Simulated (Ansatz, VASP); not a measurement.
## Two plane-wave programs on ZrB2

```
Zr B
1.0
     3.21172    0.00000    0.00000
    -1.60586    2.78143    0.00000
     0.00000    0.00000    3.57949
Zr B
1 2
Cartesian
  0.0000 0.0000 0.0000
  0.0000 1.8543 1.7897
  1.6059 0.9271 1.7897
```

Alike in both runs: task relaxation of cell and atoms; functional PBE; k mesh 12 × 12 × 9; occupations fermi-dirac, width 0.05 eV; no spin polarisation.

|  | VASP | Ansatz |
| --- | --- | --- |
| version | VASP 6.6.1 | Ansatz 0.2.0 |
| potentials or method | VASP PAW PBE potentials, release 64 (Zr_sv, B) | PAW with Ansatz's default frozen-core files, scalar-relativistic |
| plane-wave cutoff (eV) | 600 | 420 |
| valence electrons in the cell | 18 | 18 |

```csv
,VASP,Ansatz,Ansatz less VASP
relaxed volume (Å³/atom),10.29,10.28,-0.005
relaxed cell length with the largest relative difference (Å),3.544,3.543,-0.0006
energy change over the relaxation (meV/atom),-10,-10,-0.3
```

Ansatz warned: «gradients_without_spin_orbit».
